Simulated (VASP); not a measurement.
Runs of VASP 6.6.1 on CdSe. The structure is cubic, space group F-43m (No. 216). Conventional cell: a = 6.092 Å, b = 6.092 Å, c = 6.092 Å, α = 90.00°, β = 90.00°, γ = 90.00°. Cd (site symmetry -43m) is surrounded by 4 Se at 2.64 Å. Around Se (site symmetry -43m) lie 4 Cd at 2.64 Å. Measurements of this composition are mostly on another form, of space group No. 186.

```tsv
task	level	cell	k mesh	cutoff (eV)	grid for exact exchange (PRECFOCK)	screening parameter	exchange at q = 0	share of exact exchange	gap on the mesh (eV)	pressure (GPa)
band structure	HSE06	as given	6 × 6 × 6	520	Fast	0.2 1/A	-	-	(b)	1.6
band structure	PBE0	as given	6 × 6 × 6	520	Fast	-	truncated	-	(a)	1.4
relaxation of cell and atoms	PBEsol	relaxed	8 × 8 × 8	600	-	-	-	-	0.47	0.0
band structure	PBE-EpsX	as given	6 × 6 × 6	520	Fast	-	truncated	0.0872	1.11	2.3
```

Alike in all rows: potentials or basis VASP PAW PBE potentials, release 64 (Cd, Se); no spin polarisation; smearing gaussian 0.03 eV.

Question: Estimate the missing entries.

Answer: (a) 2.15; (b) 1.56.

Caveats: the PAW data sets were made with another functional, which shifts forces and pressure a little; the relaxation stopped at its first step, so nothing moved (some runs).

A k mesh can miss the band edges, and the runs leave out spin-orbit coupling on Cd, Se.

Runs at the PBE level aren't shown here.
